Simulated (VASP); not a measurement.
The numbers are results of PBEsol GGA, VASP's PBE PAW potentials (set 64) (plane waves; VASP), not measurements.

VASP ran on this input.

INCAR:
```
! general
SYSTEM  = InN
PREC    = Accurate
ENCUT   = 520   ! plane-wave cut-off (eV)
LREAL   = F   ! projection in real space or not
LASPH   = T

! electronic loop
EDIFF   = 1E-7   ! SCF stop (eV)
NELM    = 100   ! most electronic steps
ALGO    = Normal   ! blocked Davidson
LMAXMIX = 4   ! l cut-off of mixed one-centre charges

! smearing
ISMEAR  = -5   ! tetrahedra, Bloechl

! functional
GGA     = PS   ! PBEsol

! ions
ISIF    = 2

! output
LWAVE   = F
LCHARG  = T
LORBIT  = 11   ! lm-projected
NEDOS   = 601
```

**KPOINTS**
```
Automatic
0
Gamma
  11 11 6
```

File POSCAR:
```
InN
1
    1.7690571048    -3.0640968576    -0.0000000000
    1.7690571048     3.0640968576     0.0000000000
    0.0000000000     0.0000000000     5.7118804567
In N
2 2
Direct
  0.6666670000   0.3333330000   0.4998915258
  0.3333330000   0.6666670000   0.9998915258
  0.6666670000   0.3333330000   0.8791084742
  0.3333330000   0.6666670000   0.3791084742
```

POTCAR, in this order: In_d N (PBE.64 set). Program: vasp_std.

The resulting files:

File OUTCAR:
```
 ion  position               nearest neighbor table
   1  0.667  0.333  0.500-   4 2.16   4 2.16   4 2.16   3 2.17   2 3.51   2 3.51   2 3.51   2 3.51
                             2 3.51   2 3.51
   2  0.333  0.667  1.000-   3 2.16   3 2.16   3 2.16   4 2.17   1 3.51   1 3.51   1 3.51   1 3.51
                             1 3.51   1 3.51
   3  0.667  0.333  0.879-   2 2.16   2 2.16   2 2.16   1 2.17
   4  0.333  0.667  0.379-   1 2.16   1 2.16   1 2.16   2 2.17
  LATTYP: Found a hexagonal cell.
 ALAT       =     3.5381142707
 C/A-ratio  =     1.6143855228
 Subroutine PRICEL returns:
 Original cell was already a primitive cell.
 Subroutine GETGRP returns: Found 12 space group operations
The static configuration has the point symmetry C_3v.
 The point group associated with its full space group is C_6v.
The dynamic configuration has the point symmetry C_3v.
 Subroutine INISYM returns: Found 12 space group operations
 Subroutine IBZKPT returns following result:
 Found     64 irreducible k-points:

 Following reciprocal coordinates:
            Coordinates               Weight
  0.000000  0.000000  0.000000      1.000000
  0.090909 -0.000000  0.000000      6.000000
  0.181818  0.000000  0.000000      6.000000
  0.272727  0.000000  0.000000      6.000000
  0.363636  0.000000  0.000000      6.000000
  0.454545  0.000000  0.000000      6.000000
  0.090909  0.090909  0.000000      6.000000
  0.181818  0.090909  0.000000     12.000000
  0.272727  0.090909  0.000000     12.000000
  0.363636  0.090909  0.000000     12.000000
  0.454545  0.090909  0.000000      6.000000
  0.181818  0.181818  0.000000      6.000000
  0.272727  0.181818  0.000000     12.000000
  0.363636  0.181818  0.000000     12.000000
  0.272727  0.272727  0.000000      6.000000
  0.363636  0.272727  0.000000      6.000000
  0.000000  0.000000  0.166667      2.000000
  0.090909 -0.000000  0.166667     12.000000
...
```

### OSZICAR
```
       N       E                     dE             d eps       ncg     rms          rms(c)
DAV:   1     0.344016843462E+03    0.34402E+03   -0.18445E+04  2832   0.229E+03
DAV:   2     0.199173635746E+02   -0.32410E+03   -0.31679E+03  2918   0.483E+02
DAV:   3    -0.255714386188E+02   -0.45489E+02   -0.44919E+02  3750   0.186E+02
DAV:   4    -0.272065333138E+02   -0.16351E+01   -0.16291E+01  3494   0.377E+01
DAV:   5    -0.272564263371E+02   -0.49893E-01   -0.49882E-01  3556   0.616E+00    0.138E+01
DAV:   6    -0.231272282652E+02    0.41292E+01   -0.17989E+01  4842   0.592E+01    0.104E+01
DAV:   7    -0.232162043152E+02   -0.88976E-01   -0.20235E+00  2888   0.115E+01    0.327E+00
DAV:   8    -0.231751903912E+02    0.41014E-01   -0.21914E-01  4508   0.495E+00    0.173E+00
DAV:   9    -0.231603654222E+02    0.14825E-01   -0.53401E-02  4694   0.366E+00    0.446E-01
DAV:  10    -0.231580574695E+02    0.23080E-02   -0.90034E-03  4572   0.139E+00    0.173E-01
DAV:  11    -0.231584790394E+02   -0.42157E-03   -0.51465E-03  4398   0.680E-01    0.170E-01
DAV:  12    -0.231582418875E+02    0.23715E-03   -0.10644E-03  4432   0.410E-01    0.242E-02
DAV:  13    -0.231582509833E+02   -0.90958E-05   -0.82382E-05  3266   0.678E-02    0.134E-02
DAV:  14    -0.231582502641E+02    0.71924E-06   -0.27344E-06  4548   0.179E-02    0.854E-03
DAV:  15    -0.231582497674E+02    0.49666E-06   -0.90656E-07  3666   0.853E-03    0.357E-03
DAV:  16    -0.231582496238E+02    0.14359E-06   -0.95569E-07  4304   0.869E-03    0.439E-04
DAV:  17    -0.231582496424E+02   -0.18632E-07   -0.85752E-08  1648   0.252E-03
   1 F= -.23158250E+02 E0= -.23158250E+02  d E =0.000000E+00
```

### OUTCAR
```
------------------------ aborting loop because EDIFF is reached ----------------------------------------
  FORCE on cell =-STRESS in cart. coord.  units (eV):
  Direction    XX          YY          ZZ          XY          YZ          ZX
  --------------------------------------------------------------------------------------
  Total        0.0573371      0.0573371      0.0543658      0.0000000      0.0000000      0.0000000
  in kB        1.4835183      1.4835184      1.4066404      0.0000000      0.0000000      0.0000000
  external PRESSURE =       1.4578924 kB  Pullay stress =       0.0000000 kB
  volume of cell :       61.92
      direct lattice vectors                 reciprocal lattice vectors
     1.769057105 -3.064096858  0.000000000     0.282636439 -0.163180220  0.000000000
     1.769057105  3.064096858  0.000000000     0.282636439  0.163180220  0.000000000
     0.000000000  0.000000000  5.711880457     0.000000000  0.000000000  0.175073692
 POSITION                                       TOTAL-FORCE (eV/Angst)
 -----------------------------------------------------------------------------------
      1.76906     -1.02137      2.85532        -0.000000     -0.000000      0.009527
      1.76906      1.02137      5.71126         0.000000      0.000000      0.009527
      1.76906     -1.02137      5.02136        -0.000000      0.000000     -0.009527
      1.76906      1.02137      2.16542         0.000000     -0.000000     -0.009527
 -----------------------------------------------------------------------------------
    total drift:                               -0.000000      0.001508      0.000377
  FREE ENERGIE OF THE ION-ELECTRON SYSTEM (eV)
  ---------------------------------------------------
  free  energy   TOTEN  =       -23.1582496424 eV

  energy  without entropy=      -23.1582496424  energy(sigma->0) =      -23.15824964

 total charge

# of ion       s       p       d       tot
------------------------------------------
    1        0.761   0.782  10.001  11.544
    2        0.761   0.782  10.001  11.544
    3        1.239   2.391   0.000   3.630
    4        1.239   2.391   0.000   3.630
--------------------------------------------------
tot          3.999   6.346  20.002  30.347
```
(Selected blocks of OUTCAR.)

For a metal the tetrahedron method with Blöchl corrections gives inexact stress and forces.

The compound is InN in the wurtzite structure. It was relaxed first.
